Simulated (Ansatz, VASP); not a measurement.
# GaNi in two plane-wave programs

Wanted: the spread between two codes on one cell, functional and k mesh. The cell is taken from a series of VASP runs on this material, whose earlier steps may have relaxed, scaled or displaced it; both programs get it as it stands.

Calculated with Ansatz 0.2.0; plane waves, with VASP 6.6.1 beside it; relaxation of cell and atoms at PBEsol.

## Step 1: The structure

The structure is cubic, space group Pm-3m (No. 221). Conventional cell: a = 2.886 Å, b = 2.886 Å, c = 2.886 Å, α = 90.00°, β = 90.00°, γ = 90.00°. Ga has 8 Ni at 2.50 Å nearest. Nearest to Ni lie 8 Ga at 2.50 Å. Farther neighbours are not listed.

## Step 2: Ansatz: relaxation of cell and atoms, PBEsol

Ansatz runs on its default PAW (the set named soft_2) files.

The relaxed volume is the usual yardstick between codes: its relative difference is about their pressure difference at one cell divided by the bulk modulus.

Input file input.yaml:

```yaml
crystal:
  lattice:
    - [2.886, 0.0, 0.0]
    - [0.0, 2.886, 0.0]
    - [0.0, 0.0, 2.886]
  atoms:
    - { symbol: Ga, position: [0.0, 0.0, 0.0] }
    - { symbol: Ni, position: [0.5, 0.5, 0.5], spin: 1.0 }
hamiltonian:
  xc: pbesol
  pseudopotentials: { kind: paw }
magnetization:
  spin_polarized: true
kpoints:
  mp_grid: { grid: [16, 16, 16] }
scf:
  occupations: { method: gaussian, width: 0.05 }
relax:
  f_tol: 0.01
  max_steps: 60
  cell: { stress_tol: 0.05 }
output:
  forces: true
  stress: true
  write_density: true
  write_potential: true
  elf: true
  volumetric_format: npy
```

Launch:

```console
> ansatz run input.yaml --threads 4 --pin off --max-ram 9216MiB --backend cpu --events-out ev --progress --plain --runs-dir out
```

Numbers of over 12 decimals in the logs are rounded to 6 here.

The program printed:

```text
Engine: ansatz 0.2.0, x86_64-unknown-linux-gnu
Pseudopotentials: kind: paw
Pseudopotential: Ga, paw, valence charge 13, recommended cutoff 420 eV (normal), Ga.paw.azcp
Pseudopotential: Ni, paw, valence charge 18, recommended cutoff 420 eV (normal), Ni.paw.azcp
Functional definition: PBEsol
  exchange = pbesol_x
  correlation = pbesol_c
Crystal: 2 atoms, lattice volume = 24.037 Å³
Basis set: ecut = 420 eV, 461 PW (Γ), exchange–correlation on 40×40×40 points (8 copies of the dense FFT grid, shifted against one another)
Bands: 20, of which v1, the nominal top of the filled ones, is band 16 counted from 1 (15 counted from 0)
Symmetry: 48 space group operations
Space group: Pm-3m (ITA 221), of the structure as read, at distance tolerance 2.9e-5 Å
Magnetic group: BNS 221.92 (UNI 1594), of the structure as read, at distance tolerance 2.9e-5 Å
k-points: 165 of 4096
Non-local potential: Ga, projectors of the file, l = 0: 2, l = 1: 2, l = 2: 3, l = 3: 1
Non-local potential: Ni, projectors of the file, l = 0: 3, l = 1: 2, l = 2: 3, l = 3: 1
PAW form: soft (Blöchl's): semilocal exchange-correlation on the pseudo side does not see the compensation charge
PAW frozen core: Ga, regenerated for the run's functional, and the local potential with it (the file was generated under x = pbe(κ = 0.804, μ = 0.219515), c = pbe(β = 0.066725))
PAW frozen core: Ni, regenerated for the run's functional, and the local potential with it (the file was generated under x = pbe(κ = 0.804, μ = 0.219515), c = pbe(β = 0.066725))
PAW one-centre angular grid: Ga, 590 points (default); XC on 64 Gauss nodes
PAW one-centre angular grid: Ni, 590 points (default); XC on 64 Gauss nodes
Initial density: superposition of atomic densities (chi_scale 0.1, normalization cell)
Starting moments: Σ|m| = 1 μB on 1 of 2 sites
Initial wavefunctions: pseudopotential atomic-orbital guess
Functional: x = pbesol(κ = 0.804, μ = 0.123457), c = pbesol(β = 0.046)
iter 1 solved again at ethr=1.39e-3 eV; its pass at ethr=3.10e-3 eV (dr2=4.31e-1 eV) is discarded
SCF iter   1: F=—  HF=-9547.115797 eV  |F-HF|=—  |Δ(HF+E_count)|=         —  Δρ=4.20e-2 (↑4.20e-2 ↓2.74e-2)  dr2=4.32e-1  dr2_m=1.59e-1  M=0.581 μB ∫|m|=0.708 μB  β_m=0.30  ethr=1.39e-3  ⟨swp⟩=1.0  Hψ=36898  notcnv=0
Mixer restart at iter 1: flushing history
preconditioner: auto → none  [metal: Δε(μ)=0.008 eV  Ē_g=14.183 eV  σ=0.050 eV  W_gap=0.09  n_scr=6 (ndim 8)  ℏωp=36.3 eV  f_vac=0.000  D(μ)=2.69/eV (n_scr^D=32)  sad-step TF]
SCF iter   2: F=—  HF=-9547.417165 eV  |F-HF|=—  |Δ(HF+E_count)|=   3.01e-1  Δρ=5.08e-2 (↑2.16e-2 ↓5.08e-2)  dr2=5.04e-1  dr2_m=2.21e-1  M=0.450 μB ∫|m|=0.578 μB  β_m=0.58  ethr=1.39e-3  ⟨swp⟩=3.0  Hψ=11741  notcnv=0
SCF iter   3: F=—  HF=-9548.562351 eV  |F-HF|=—  |Δ(HF+E_count)|=    1.15e0  Δρ=3.82e-2 (↑3.82e-2 ↓1.63e-2)  dr2=9.80e-2  dr2_m=1.40e-1  M=0.376 μB ∫|m|=0.468 μB  β_m=0.64  ethr=1.39e-3  ⟨swp⟩=3.4  Hψ=14266  notcnv=0  defer=55
SCF iter   4: F=—  HF=-9548.974450 eV  |F-HF|=—  |Δ(HF+E_count)|=         —  Δρ=6.77e-2 (↑1.87e-2 ↓6.77e-2)  dr2=4.62e-1  dr2_m=4.00e-1  M=0.049 μB ∫|m|=0.092 μB  β_m=0.64  ethr=3.16e-4  ⟨swp⟩=2.6  Hψ=14924  notcnv=0  defer=133
Mixer restart at iter 4: flushing history
SCF iter   5: F=—  HF=-9549.540526 eV  |F-HF|=—  |Δ(HF+E_count)|=   5.66e-1  Δρ=7.92e-2 (↑7.92e-2 ↓4.32e-2)  dr2=2.34e0  dr2_m=7.51e-2  M=0.035 μB ∫|m|=0.061 μB  β_m=0.36  ethr=3.16e-4  ⟨swp⟩=4.6  Hψ=17951  notcnv=0  defer=133  recentre
SCF iter   6: F=—  HF=-9549.035299 eV  |F-HF|=—  |Δ(HF+E_count)|=   5.05e-1  Δρ=5.41e-2 (↑5.64e-3 ↓5.41e-2)  dr2=5.35e-1  dr2_m=1.47e-1  M=0.029 μB ∫|m|=0.057 μB  β_m=0.24  ethr=3.16e-4  ⟨swp⟩=3.8  Hψ=17474  notcnv=0  defer=136
SCF iter   7: F=—  HF=-9548.993954 eV  |F-HF|=—  |Δ(HF+E_count)|=   4.13e-2  Δρ=1.36e-2 (↑1.25e-2 ↓1.36e-2)  dr2=8.14e-4  dr2_m=3.76e-2  M=0.017 μB ∫|m|=0.034 μB  β_m=0.36  ethr=3.16e-4  ⟨swp⟩=3.0  Hψ=14913  notcnv=0  defer=148
SCF iter   8: F=—  HF=-9548.999016 eV  |F-HF|=—  |Δ(HF+E_count)|=   5.06e-3  Δρ=3.70e-4 (↑3.48e-4 ↓3.70e-4)  dr2=1.17e-5  dr2_m=2.18e-5  M=-0.000 μB ∫|m|=0.003 μB  β_m=0.58  ethr=2.63e-6  ⟨swp⟩=2.0  Hψ=13467  notcnv=0  defer=148
SCF iter   9: F=—  HF=-9548.998997 eV  |F-HF|=—  |Δ(HF+E_count)|=   1.90e-5  Δρ=1.89e-4 (↑1.53e-4 ↓1.89e-4)  dr2=3.24e-6  dr2_m=5.08e-6  M=-0.000 μB ∫|m|=0.002 μB  β_m=0.79  ethr=3.79e-8  ⟨swp⟩=2.0  Hψ=11004  notcnv=0  defer=148
SCF iter  10: F=—  HF=-9548.998994 eV  |F-HF|=—  |Δ(HF+E_count)|=   3.09e-6  Δρ=6.42e-5 (↑6.42e-5 ↓5.51e-5)  dr2=2.42e-6  dr2_m=2.64e-8  M=-0.000 μB ∫|m|=0.000 μB  β_m=0.86  ethr=1.04e-8  ⟨swp⟩=2.0  Hψ=11547  notcnv=0  defer=148
SCF iter  11: F=—  HF=-9548.998994 eV  |F-HF|=—  |Δ(HF+E_count)|=   8.66e-8  Δρ=1.72e-5 (↑1.72e-5 ↓1.60e-5)  dr2=1.58e-7  dr2_m=1.01e-9  M=-0.000 μB ∫|m|=0.000 μB  β_m=0.84  ethr=7.80e-9  ⟨swp⟩=1.6  Hψ=7156  notcnv=0  defer=148
SCF iter  12: F=—  HF=-9548.998994 eV  |F-HF|=—  |Δ(HF+E_count)|=   2.34e-8  Δρ=1.27e-6 (↑7.65e-7 ↓1.27e-6)  dr2=5.87e-10  dr2_m=9.27e-11  M=-0.000 μB ∫|m|=0.000 μB  β_m=0.89  ethr=5.09e-10  ⟨swp⟩=2.0  Hψ=8074  notcnv=0  defer=148
SCF iter  13: F=-9548.998994 eV  HF=-9548.998994 eV  |F-HF|=6.49e-10  |Δ(HF+E_count)|=   1.09e-9  Δρ=1.02e-6 (↑1.02e-6 ↓1.01e-6)  dr2=7.30e-10  dr2_m=1.63e-12  M=-0.000 μB ∫|m|=0.000 μB  ethr=1.89e-12  ⟨swp⟩=4.4  Hψ=33382  notcnv=0
WARN: the starting moments were not kept: the SCF closed with an absolute magnetisation of 9.2e-7 μB, where they sum to 1 μB in size (1 site). That is at most 0.1 of that sum. Measured as dr2_m measures the in/out step, that magnetisation stands 1.7e-13 eV from none, at or under the dr2_threshold of 1.0e-7 eV: it is no larger than a step whose dr2_m would equal this threshold. The system may hold no moment; this SCF  [...]
SCF 1 converged in 13 iterations: F = -9548.998994 eV  dr2 = 7.30e-10
  greatest PAW one-centre occupation: 1.001 electrons in one spin orbital (limit 2), on the Ni atom at site 1 (counted from 0), in its partial waves of l = 1
relax step   1: F+E_penalty+E_count = -9548.99899378 eV  Δ(F+E_penalty+E_count) = +0.000e0 eV  max|allowed force component| = 1.735e-29 eV/Å  Δτ_max = 0.0000 Å  P = -2.316 GPa  Ω = 24.037 Å³  (13 SCF iters, dr2 threshold 1.00e-7 eV, accepted)
[...]
relax step   2: F+E_penalty+E_count = -9549.00116176 eV  Δ(F+E_penalty+E_count) = -2.168e-3 eV  max|allowed force component| = 7.363e-30 eV/Å  Δτ_max = 0.0000 Å  P = -0.850 GPa  Ω = 23.829 Å³  energy of the carried Pulay correction = +9.856e-5 eV  (9 SCF iters, dr2 threshold 2.00e-7 eV, accepted)
[...]
relax step   3: F+E_penalty+E_count = -9549.00152800 eV  Δ(F+E_penalty+E_count) = -3.662e-4 eV  max|allowed force component| = 6.574e-30 eV/Å  Δτ_max = 0.0000 Å  P = +0.023 GPa  Ω = 23.710 Å³  energy of the carried Pulay correction = +1.553e-4 eV  (8 SCF iters, dr2 threshold 2.00e-7 eV, accepted)
[...]
relax step   4: F+E_penalty+E_count = -9549.00137452 eV  Δ(F+E_penalty+E_count) = +1.535e-4 eV  max|allowed force component| = 3.796e-30 eV/Å  Δτ_max = 0.0000 Å  P = +0.027 GPa  Ω = 23.710 Å³  stress off target by 2.74e-2 GPa  SCF on the basis re-selected at this cell (its energy is not comparable with the rows above)  (9 SCF iters)
basis re-selected at this cell: Δ(F+E_penalty+E_count) = +1.535e-4 eV, ΔP = +0.005 GPa vs the last step (what re-selecting the basis moved, of the pressure what is left beyond the Pulay correction that the steps carried, after the strain that the cell walked since its last selection, with what the two solves' SCF thresholds leave and, on support functions, any second-order correction that the steps lacked; it is no m [...]
SCF converged after 9 iterations
Magnetization: 0.0000 μB (15.5000 up, 15.5000 down)
Absolute magnetization: 0.0000 μB (∫|ρ↑−ρ↓|, with the PAW one-centre terms)
Spin contamination: 0.0000 ħ² per cell (⟨S²⟩ above its minimum at these occupations)
Per-site moments (μB) at R_I (Å): [(1.209141856502444e-13, 1.026272), (4.44332720444751e-10, 1.026272)]
Free energy (F): -9549.001375 eV
Harris-Foulkes:  -9549.001375 eV  (|F-HF|=3.64e-12)
Internal energy: -9549.000201 eV  (E = F + TS)
E sigma→0 (E₀):  -9549.000788 eV
Entropy (-TS):   -0.001174 eV (-0.587 meV/atom)
Fermi energy:    16.827831 eV
--- Per-component energies (eV) ---
  E_band       = -258.434046
  E_kinetic    = 404.231593
  E_local      = -5126.818213  (includes V_loc(G=0)·N_el)
  E_nonlocal   = 1067.908712
  E_hartree    = 2255.494206
  E_xc         = -154.456032
  E_vxc        = -169.453513  (∫ρ·V_xc dr)
  E_paw        = -3550.204175  (= ΣΔE_a)
  E_vpaw       = -945.291323  (= ΣTr[D̂ρ^β])
  E_aug_tail   = 0.000334  (compensation charges beyond the density's cutoff)
  E_ewald      = -4446.216891
  E_core_change = 1.060267  (= ΣΔE_core)
  E_smearing   = -0.001174  (= −TS)
  E_closure    = 0.000000  (closes the sum)
  Σ components = -9549.001375   (vs F -9549.001375, Δ=0.00e0)
--- Forces (eV/Å), atoms counted from 1 ---
  atom   1  Ga     0.00000000     0.00000000    -0.00000000
  atom   2  Ni     0.00000000     0.00000000     0.00000000
  max |Σ_I F_I| component: 9.24e-30 eV/Å
--- Stress (GPa, compression-positive) ---
        0.027425       0.000000       0.000000
        0.000000       0.027425      -0.000000
        0.000000      -0.000000       0.027425
  P = ⅓ Tr σ = 0.0274 GPa (0.274 kbar)
--- Band table (eV; the first three rows and the last of 330) ---
  k-point 0 ↑: bands = [... 12 lower, 15.3985, 15.3985, 15.3985, 21.7673, 21.7673, 21.7673, 27.4355, 27.4355]
  k-point 1 ↑: bands = [... 12 lower, 15.3566, 15.3566, 15.3985, 21.1343, 21.8914, 21.8914, 27.4571, 27.8328]
  k-point 2 ↑: bands = [... 12 lower, 15.2428, 15.2428, 15.3988, 19.8088, 22.2520, 22.2520, 27.5221, 28.1743]
  k-point 164 ↓: bands = [... 12 lower, 15.9028, 15.9028, 17.4240, 20.2895, 20.2895, 20.2895, 20.9718, 20.9718]
--- Relaxed structure (3 steps of the walk, 3 accepted, 1 SCFs on fresh bases) ---
  F+E_penalty+E_count = -9549.00137452 eV   max|allowed force component| = 3.796e-30 eV/Å   (the final SCF, on the basis selected at the relaxed cell)
  cell:  # Å, volume = 23.7095 Å³
    - [2.872815, 0, 0.0]
    - [0, 2.872815, 0]
    - [0, 0, 2.872815]
  atoms:
    - { symbol: Ga, position: [0, 0, 0] }
    - { symbol: Ni, position: [0.5, 0.5, 0.5] }
```

Wall time 16 s (4 threads of Intel Xeon Platinum 8375C at 2.90GHz (Ice Lake), shared host); peak memory 0.52 GiB; 54 s of CPU time.

[end of part 1 of 2]

[Lines on the potential files, build, host, timing and source positions are cut from VASP's logs without a mark.]

[Logs are printed without paths, hosts, clocks, repeated set-up lines and the standing remarks that a program may print on its own settings, such as how far it seeks lower states.]

[Hosts, paths, dates, database ids (printed as entryN), source tags and the programs' standing remarks are cut or masked in the printed files.]
